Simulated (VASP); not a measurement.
# Ge (P6_3/mmc) in VASP: single point with r2SCAN

Aim: the single point of Ge with r2SCAN.

Program: VASP 6.6.1. These are calculated values, not measurements. Logs are shortened: lines on timing, memory, paths and dates and some standing lists are left out, and cuts for length are marked.

### Step 1. The structure

Symmetry: P6_3/mmc, No. 194, hexagonal system. Conventional cell: a = 3.986 Å, b = 3.986 Å, c = 6.577 Å, α = 90.00°, β = 90.00°, γ = 120.00°. Ge (site symmetry 3m) has 4 Ge at 2.44 to 2.46 Å as nearest neighbours.

This isn't the form of Ge at room conditions, which is diamond.

### Step 2. Single point, r2SCAN, non-collinear spin, zero start, spin-orbit coupling

INCAR

```
  ALGO = Normal
  EDIFF = 1E-7
  ENCUT = 520
  GGA_COMPAT = False
  ISIF = 2
  ISMEAR = 0
  LASPH = True
  LCHARG = False
  LMIXTAU = True
  LORBIT = 11
  LREAL = False
  LSORBIT = True
  LWAVE = False
  MAGMOM = 0 0 0 0 0 0 0 0 0 0 0 0
  METAGGA = R2SCAN
  NBANDS = 70
  NELM = 100
  PREC = Accurate
  SIGMA = 0.02
```

KPOINTS

```
k-points
0
Gamma
  10 10 6
```

POSCAR

```
Ge
1.0
    3.9855000000      0.0000000000      0.0000000000
   -1.9927500000      3.4515442468      0.0000000000
    0.0000000000      0.0000000000      6.5772000000
Ge
4
Direct
    0.3333333333      0.6666666667      0.0628000000
    0.6666666667      0.3333333333      0.5628000000
    0.6666666667      0.3333333333      0.9372000000
    0.3333333333      0.6666666667      0.4372000000
```

Potentials or basis: VASP PAW PBE potentials, release 64 (Ge_d).

Command:

```sh
$ cat potpaw_PBE.64/Ge_d/POTCAR > POTCAR
$ mpirun -np 1 vasp_ncl > vasp.out
```

OUTCAR:

```text
EDIFF = 1E-7
   ENCUT = 520
   ISIF = 2
   ISMEAR = 0
   LASPH = True
   LORBIT = 11
   LREAL = False
   LSORBIT = True
   METAGGA = R2SCAN
   NELM = 100
   PREC = Accurate

 ion  position               nearest neighbor table
   1  0.333  0.667  0.063-   3 2.44   3 2.44   3 2.44   4 2.46
   2  0.667  0.333  0.563-   4 2.44   4 2.44   4 2.44   3 2.46
   3  0.667  0.333  0.937-   1 2.44   1 2.44   1 2.44   2 2.46
   4  0.333  0.667  0.437-   2 2.44   2 2.44   2 2.44   1 2.46

  LATTYP: Found a hexagonal cell.
 ALAT       =     3.9855000000
 C/A-ratio  =     1.6502822732

  Lattice vectors:

 A1 = (   3.9855000000,   0.0000000000,   0.0000000000)
 A2 = (  -1.9927500000,   3.4515442468,   0.0000000000)
 A3 = (   0.0000000000,   0.0000000000,   6.5772000000)

Analysis of symmetry for initial positions (statically):
=====================================================================
 Subroutine PRICEL returns:
 Original cell was already a primitive cell.

 Routine SETGRP: Setting up the symmetry group for a
 hexagonal supercell.

 Subroutine GETGRP returns: Found 24 space group operations
 (whereof 12 operations were pure point group operations)
 out of a pool of 24 trial point group operations.

The static configuration has the point symmetry D_3d.
 The point group associated with its full space group is D_6h.

Analysis of symmetry for dynamics (positions and initial velocities):
=====================================================================
 Subroutine PRICEL returns:
 Original cell was already a primitive cell.

 Routine SETGRP: Setting up the symmetry group for a
 hexagonal supercell.

 Subroutine GETGRP returns: Found 24 space group operations
 (whereof 12 operations were pure point group operations)
 out of a pool of 24 trial point group operations.

The dynamic configuration has the point symmetry D_3d.
[... 1893 lines left out ...]
  --------------------------------------------------------------------------------------
  -------------------------------------------------------------------------------------
  Total        0.3874109      0.3874109      0.4537982      0.0000000      0.0000000      0.0000000
  in kB        6.8603313      6.8603313      8.0359278      0.0000000      0.0000000      0.0000000
  external PRESSURE =       7.2521968 kB  Pullay stress =       0.0000000 kB

 VOLUME and BASIS-vectors are now :
 -----------------------------------------------------------------------------
  energy-cutoff  :      520.00
  volume of cell :       90.48
      direct lattice vectors                 reciprocal lattice vectors
     3.985500000  0.000000000  0.000000000     0.250909547  0.144862695  0.000000000
    -1.992750000  3.451544247  0.000000000     0.000000000  0.289725389  0.000000000
     0.000000000  0.000000000  6.577200000     0.000000000  0.000000000  0.152040382

 POSITION                                       TOTAL-FORCE (eV/Angst)
 -----------------------------------------------------------------------------------
     -0.00000      2.30103      0.41305        -0.000000      0.000000      0.023996
      1.99275      1.15051      3.70165         0.000000     -0.000000      0.023996
      1.99275      1.15051      6.16415         0.000000     -0.000000     -0.023996
     -0.00000      2.30103      2.87555        -0.000000      0.000000     -0.023996
 -----------------------------------------------------------------------------------
    total drift:                               -0.000000      0.000000     -0.000000

  FREE ENERGIE OF THE ION-ELECTRON SYSTEM (eV)
  ---------------------------------------------------
  free  energy   TOTEN  =       -55.4486934254 eV

  energy  without entropy=      -55.4486607258  energy(sigma->0) =      -55.44867708

 Spin-Orbit-Coupling matrix elements

 Ion:    1  E_soc:     -0.0173311
 l=   1
     0.0000000    -0.0019449    -0.0020061
    -0.0019449     0.0000000    -0.0019449
    -0.0020061    -0.0019449     0.0000000
 l=   2
     0.0000000    -0.0001845     0.0000000    -0.0001845    -0.0007390
    -0.0001845     0.0000000    -0.0005543    -0.0001841    -0.0001845
     0.0000000    -0.0005543     0.0000000    -0.0005543     0.0000000
    -0.0001845    -0.0001841    -0.0005543     0.0000000    -0.0001845
    -0.0007390    -0.0001845     0.0000000    -0.0001845     0.0000000
 l=   3
     0.0000000     0.0000000     0.0000000     0.0000000     0.0000000     0.0000000     0.0000000
     0.0000000     0.0000000     0.0000000     0.0000000     0.0000000     0.0000000     0.0000000
     0.0000000     0.0000000     0.0000000     0.0000000     0.0000000     0.0000000     0.0000000
     0.0000000     0.0000000     0.0000000     0.0000000     0.0000000     0.0000000     0.0000000
[... 49 lines left out ...]
 l=   2
     0.0000000    -0.0001845     0.0000000    -0.0001845    -0.0007390
    -0.0001845     0.0000000    -0.0005543    -0.0001841    -0.0001845
     0.0000000    -0.0005543     0.0000000    -0.0005543     0.0000000
    -0.0001845    -0.0001841    -0.0005543     0.0000000    -0.0001845
    -0.0007390    -0.0001845     0.0000000    -0.0001845     0.0000000
 l=   3
     0.0000000     0.0000000     0.0000000     0.0000000     0.0000000     0.0000000     0.0000000
     0.0000000     0.0000000     0.0000000     0.0000000     0.0000000     0.0000000     0.0000000
     0.0000000     0.0000000     0.0000000     0.0000000     0.0000000     0.0000000     0.0000000
     0.0000000     0.0000000     0.0000000     0.0000000     0.0000000     0.0000000     0.0000000
     0.0000000     0.0000000     0.0000000     0.0000000     0.0000000     0.0000000     0.0000000
     0.0000000     0.0000000     0.0000000     0.0000000     0.0000000     0.0000000     0.0000000
     0.0000000     0.0000000     0.0000000     0.0000000     0.0000000     0.0000000     0.0000000

 total charge

# of ion       s       p       d       tot
------------------------------------------
    1        1.101   1.295  10.023  12.419
    2        1.101   1.295  10.023  12.419
    3        1.101   1.295  10.023  12.419
    4        1.101   1.295  10.023  12.419
--------------------------------------------------
tot          4.404   5.180  40.093  49.676

 magnetization (x)

# of ion       s       p       d       tot
------------------------------------------
    1        0.000   0.000  -0.000   0.000
    2       -0.000  -0.000   0.000  -0.000
    3        0.000   0.000   0.000   0.000
    4       -0.000  -0.000   0.000  -0.000
--------------------------------------------------
tot         -0.000   0.000  -0.000  -0.000

 magnetization (y)

# of ion       s       p       d       tot
------------------------------------------
    1        0.000   0.000   0.000   0.000
    2       -0.000   0.000   0.000  -0.000
    3        0.000   0.000   0.000   0.000
    4       -0.000   0.000   0.000  -0.000
--------------------------------------------------
tot         -0.000   0.000   0.000   0.000

 magnetization (z)

# of ion       s       p       d       tot
------------------------------------------
    1        0.000   0.000   0.000   0.000
    2        0.000   0.000   0.000   0.000
    3        0.000   0.000   0.000   0.000
    4        0.000   0.000   0.000   0.000
--------------------------------------------------
tot          0.000   0.000   0.000   0.000
```

Run time: 80 min. Hardware: 1 thread of Intel Xeon Platinum 8488C (Sapphire Rapids), shared host; peak memory 0.75 GiB.

What came out:

```
Free energy                                           : -55.4487 eV
Pressure                                              : 0.7 GPa
Largest force                                         : 0.024 eV/Å
Net moment                                            : 0.00 μB per cell
Valence electrons inside the program's atomic spheres : Ge 12.42
```

Forces in eV/Å, atoms in the order of the input:
```
Ge   0.000  0.000  0.024
Ge   0.000  0.000  0.024
Ge   0.000  0.000 -0.024
Ge   0.000  0.000 -0.024
```

Moments on the atoms (μB; x, y, z):
```
Ge  0.00 0.00 0.00
Ge  0.00 0.00 0.00
Ge  0.00 0.00 0.00
Ge  0.00 0.00 0.00
```

Caveat: the PAW data sets were made with another functional, which shifts forces and pressure a little.
